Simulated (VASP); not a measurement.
Here is a VASP 6.6.1 calculation.

Contents of INCAR:

```
SYSTEM = MnS
  PREC = Accurate
  ENCUT = 520
  EDIFF = 1E-7
  ISMEAR = 0
  SIGMA = 0.05
  LREAL = .FALSE.
  LASPH = .TRUE.
  NELM = 150
  ALGO = Normal
  ISIF = 2
  LWAVE = .FALSE.
  LCHARG = .FALSE.
  ISPIN = 2
  MAGMOM = 4 4 0 0
  LORBIT = 11
  NUPDOWN = 4
  LMAXMIX = 4
  METAGGA = R2SCAN
  LMIXTAU = .TRUE.
  NBANDS = 31
```

The input KPOINTS:

```
Automatic mesh
0
G
  5 5 4
  0 0 0
```

The input POSCAR:

```
MnS
1.0
    4.3056791600      0.0000000000      0.0000000000
    0.0000000000      4.3056791600      0.0000000000
    0.0000000000      0.0000000000      5.3605806400
Mn S
2 2
Direct
    0.0000000000      0.5000000000      0.0000000000
    0.5000000000      0.0000000000      0.5000000000
    0.0000000000      0.0000000000      0.2500000000
    0.0000000000      0.0000000000      0.7500000000
```

Potentials or basis: VASP PAW PBE potentials, release 64 (Mn_pv, S).

Launch:

```sh
$ cat potpaw_PBE.64/Mn_pv/POTCAR potpaw_PBE.64/S/POTCAR > POTCAR
$ mpirun -np 1 vasp_std > vasp.out
```

Problem. Estimate the pressure.

Solution. -9.6 GPa.

Stress tensor (GPa, compression positive):
```
-15.57   0.00   0.00
  0.00 -15.57   0.00
  0.00   0.00   2.30
```

Caveat: the moment is held away from its start; the PAW data sets were made with another functional, which shifts forces and pressure a little; the total moment is fixed, so each spin has its own Fermi level.
